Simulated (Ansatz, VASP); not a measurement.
This is a calculation of EuO for VASP 6.6.1.

Contents of INCAR:

```
ALGO = Normal
EDIFF = 1E-7
ENCUT = 520
GGA = PS
ISIF = 2
ISMEAR = -1
ISPIN = 2
LASPH = True
LCHARG = False
LMAXMIX = 6
LORBIT = 11
LREAL = False
LWAVE = False
MAGMOM = 7 0
NBANDS = 22
NELM = 150
PREC = Accurate
SIGMA = 0.05
```

The input KPOINTS:

```
k-points
0
Gamma
  9 9 9
```

Contents of POSCAR:

```
EuO
1.0
    0.0000000000      2.5889832779      2.5889832779
    2.5889832779      0.0000000000      2.5889832779
    2.5889832779      2.5889832779      0.0000000000
Eu O
1 1
Direct
    0.0000000000      0.0000000000      0.0000000000
    0.5000000000      0.5000000000      0.5000000000
```

Potentials or basis: VASP PAW PBE potentials, release 64 (Eu, O).

Command:

```sh
$ cat potpaw_PBE.64/Eu/POTCAR potpaw_PBE.64/O/POTCAR > POTCAR
$ mpirun -np 1 vasp_std > vasp.out
```

Set up the same calculation for Ansatz 0.2.0. Potentials there: Ansatz PAW.

As run (the cutoff follows the program's own potentials):

The input input.yaml:

```yaml
crystal:
  lattice:
    - [0.0, 2.5889832779, 2.5889832779]
    - [2.5889832779, 0.0, 2.5889832779]
    - [2.5889832779, 2.5889832779, 0.0]
  atoms:
    - { symbol: Eu, position: [0.0, 0.0, 0.0], spin: 7.0 }
    - { symbol: O, position: [0.5, 0.5, 0.5] }
hamiltonian:
  xc: pbesol
  pseudopotentials: { kind: paw }
magnetization:
  spin_polarized: true
kpoints:
  mp_grid: { grid: [9, 9, 9] }
scf:
  occupations: { method: fermi_dirac, width: 0.05 }
output:
  forces: true
  stress: true
  eigenvalues: true
```

Potentials or basis: Ansatz PAW.

Run with:

```console
$ ansatz run input.yaml --threads 1 --pin off --max-ram 3584MiB --backend cpu --events-out ev --progress --plain --runs-dir out
```

Both were run:

|  | VASP | Ansatz | Ansatz less VASP |
| --- | --- | --- | --- |
| gap on the k mesh at the Fermi level (eV) | none | none | - |
| pressure (GPa) | -10.7 | -10.4 | +0.34 |
| net moment per atom (μB) | 3.49 | 3.49 | +0.003 |
| size of the moment on the site where the two differ most (μB) | 6.59 | 6.62 | +0.027 |

Site moments also hang on the region over which each program counts them. A gap of «none» marks a metal or a gap that the smearing closes.

Caveats: spin-orbit coupling is left out, which moves the levels of the heavy elements; a cell with one magnetic atom can't hold antiferromagnetic order, which such compounds often take; without U or exact exchange the open f shell lies at the Fermi level, which spoils levels, moments and volumes; the PAW data sets were made with another functional, which shifts forces and pressure a little (VASP); the pressure holds a Pulay correction of +0.5 GPa for the finite cutoff (Ansatz); the PAW data sets come from PBE, with cores solved anew for the run's functional, which leaves a small shift of forces and pressure (Ansatz). The state reached can hang on the start; a lower one may exist.
